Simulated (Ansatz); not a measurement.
CaF2: response to strain

Consider CaF₂ in the fluorite structure (space group Fm-3m, No. 225; a = 5.439 Å). Axes: x, y, z lie along the cube axes.

Strains are applied to the cell and any free atomic positions relax; under biaxial strain the out-of-plane vector relaxes too; under stress the whole cell relaxes.

The values are results of Kohn–Sham DFT with the r2SCAN functional, run in Ansatz (a first-principles code) with PAW and 500 eV plane waves, no SOC, not measurements.

Notes on the quantities. pressure: mean of the normal stresses, compression positive.

```json
[
 {"variant": "base", "pressure": "0.00 GPa", "smallest direct gap": "8.29 eV", "band gap": "8.03 eV"},
 {"variant": "biaxial strain −0.23 %, plane normal [001], relaxed out of plane", "pressure": "___", "smallest direct gap": "___", "band gap": "___"},
 {"variant": "isotropic strain −5.15 %", "pressure": "20.30 GPa", "smallest direct gap": "9.23 eV", "band gap": "9.04 eV"},
 {"variant": "uniaxial stress, 2 GPa tension along z", "pressure": "–", "smallest direct gap": "8.20 eV", "band gap": "7.95 eV"},
 {"variant": "tensor shear ε_xz = −0.37 %", "pressure": "0.01 GPa", "smallest direct gap": "8.29 eV", "band gap": "8.03 eV"}
]
```

Complete the table.


- biaxial strain −0.23 %, plane normal [001], relaxed out of plane, pressure: 0.30 GPa
- biaxial strain −0.23 %, plane normal [001], relaxed out of plane, smallest direct gap: 8.30 eV
- biaxial strain −0.23 %, plane normal [001], relaxed out of plane, band gap: 8.04 eV

Stability under load was not tested beyond the relaxation.
